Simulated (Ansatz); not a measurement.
NbSi2: single run (Ansatz)

The command:

```bash
ansatz run input.yaml --threads 1 --pin off --max-ram 2560MiB --backend cpu --events-out ev --progress --plain --runs-dir out
```

input.yaml:

```yaml
crystal:
  lattice:
    - [4.823086, 0.0, 0.0]
    - [-2.411543, 4.176919, 0.0]
    - [0.0, 0.0, 6.628977]
  atoms:
    - { symbol: Si, position: [0.167, 0.334, 0.0] }
    - { symbol: Si, position: [0.833, 0.167, 0.66667] }
    - { symbol: Si, position: [0.666, 0.833, 0.33333] }
    - { symbol: Si, position: [0.833, 0.666, 0.0] }
    - { symbol: Si, position: [0.167, 0.833, 0.66667] }
    - { symbol: Si, position: [0.334, 0.167, 0.33333] }
    - { symbol: Nb, position: [0.5, 0.0, 0.0] }
    - { symbol: Nb, position: [0.5, 0.5, 0.66667] }
    - { symbol: Nb, position: [0.0, 0.5, 0.33333] }
  symmetry: { tolerance: 0.0003 }
kpoints:
  mp_grid: { grid: [4, 4, 3], shift: [0, 0, 0] }
magnetization:
  spin_polarized: false
scf:
  occupations: { method: fermi_dirac }
  algorithm: direct_min
hamiltonian:
  pseudopotentials: { kind: paw }
  xc: pbe
basis:
  ecutwfc: 420
output:
  forces: true
  stress: true
  eigenvalues: true
```

Origin of the cell: a database entry, scaled a little.

The smearing width isn't typed, so it takes its default of 0.1 eV.

Output (shortened):

```
SCF iter   1: F=—  HF=-17476.643105 eV  Δρ=4.10e-3  dr2=1.56e-2
SCF iter   2: F=—  HF=-17476.646693 eV  Δρ=1.08e-3  dr2=3.79e-3  defer=2
SCF iter   3: F=—  HF=-17476.645548 eV  Δρ=3.04e-4  dr2=3.87e-4
SCF iter   4: F=—  HF=-17476.645447 eV  Δρ=5.86e-5  dr2=1.35e-5
SCF iter   5: F=—  HF=-17476.645443 eV  Δρ=1.94e-5  dr2=1.16e-6
SCF iter   6: F=-17476.645443 eV  HF=-17476.645443 eV  Δρ=2.63e-6  dr2=2.01e-8
SCF 1 converged in 6 iterations: F = -17476.645443 eV  dr2 = 2.01e-8
SCF converged after 6 iterations
Stability not checked: this state was not tested for a lower state beside it, because a direct minimisation reached the state, and no test of it is asked (direct_minimisation; see scf.lower_state_search)
Free energy (F): -17476.645443 eV
Harris-Foulkes:  -17476.645443 eV  (|F-HF|=1.71e-8)
Internal energy: -17476.506948 eV  (E = F + TS)
E sigma→0 (E₀):  -17476.576195 eV
Entropy (-TS):   -0.138495 eV (-15.388 meV/atom)
Fermi energy:    14.278847 eV
--- Per-component energies (eV) ---
  E_band       = -160.838590
  E_kinetic    = 1440.075060
  E_local      = -2840.538260  (includes V_loc(G=0)·N_el)
  E_nonlocal   = 508.546967
  E_hartree    = 999.435840
  E_xc         = -867.130312
  E_vxc        = -932.285328  (∫ρ·V_xc dr)
  E_paw        = -12295.262760  (= ΣΔE_a)
  E_vpaw       = -335.513952  (= ΣTr[D̂ρ^β])
  E_aug_tail   = 0.000065  (compensation charges beyond the density's cutoff)
  E_ewald      = -4421.633548
  E_smearing   = -0.138495  (= −TS)
  Σ components = -17476.645443   (vs F -17476.645443, Δ=0.00e0)
--- Forces (eV/Å), atoms counted from 1 ---
  atom   1  Si    -0.000000    -0.681661    -0.000000
  atom   2  Si     0.590336    -0.340831     0.000000
  atom   3  Si     0.590336     0.340831    -0.000000
  atom   4  Si     0.000000     0.681661     0.000000
  atom   5  Si    -0.590336     0.340831    -0.000000
  atom   6  Si    -0.590336    -0.340831     0.000000
  atom   7  Nb     0.000000    -0.000000     0.000000
  atom   8  Nb     0.000000    -0.000000     0.000000
  atom   9  Nb     0.000000    -0.000000    -0.000000
  max |Σ_I F_I| component: 3.14e-16 eV/Å
--- Stress (GPa, compression-positive) ---
       -1.351027      -0.000000       0.000000
       -0.000000      -1.351027       0.000000
        0.000000       0.000000       0.710633
  P = ⅓ Tr σ = -0.6638 GPa (-6.638 kbar)
```

Caveats: no moments, though an odd count or open d shells may carry them; the k mesh is coarse if the cell is a metal.

Time: 12 s of wall time on 1 CPU thread(s) of a shared host, from the program's own first density.
